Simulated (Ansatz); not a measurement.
A run of Ansatz 0.2.0:

The input input.yaml:

```yaml
crystal:
  lattice:
    - [0.0, 3.01, 3.01]
    - [3.01, 0.0, 3.01]
    - [3.01, 3.01, 0.0]
  atoms:
    - { symbol: Sn, position: [0.0, 0.0, 0.0] }
    - { symbol: Se, position: [0.5, 0.5, 0.5] }
hamiltonian:
  xc: pbesol
  pseudopotentials: { kind: paw }
kpoints:
  mp_grid: { grid: [8, 8, 8] }
  band_path:
    path:
      - [[0.0, 0.0, 0.0], [0.5, 0.0, 0.5], [0.5, 0.25, 0.75], [0.375, 0.375, 0.75], [0.0, 0.0, 0.0], [0.5, 0.5, 0.5], [0.625, 0.25, 0.625], [0.5, 0.25, 0.75], [0.5, 0.5, 0.5], [0.375, 0.375, 0.75]]
      - [[0.625, 0.25, 0.625], [0.5, 0.0, 0.5]]
    npoints: 14
scf:
  occupations: { method: fermi_dirac, width: 0.05 }
  n_extra_bands: 6
output:
  forces: true
  stress: true
  eigenvalues: true
  fatbands: false
```

Potentials or basis: Ansatz PAW.

Launch:

```bash
$ ansatz run input.yaml --threads 2 --pin off --max-ram 5120MiB --backend cpu --events-out ev --progress --plain --runs-dir out
```

Hardware: 2 threads of Arm Neoverse V1 (shared host).

Problem. Estimate the wall time of this run.

Solution. Run time: 2.5 s on 2 threads of Arm Neoverse V1, with other jobs on the host, peak memory 0.35 GiB. Counts: scf iterations 6, plane waves 1067, k points 29, bands 21.
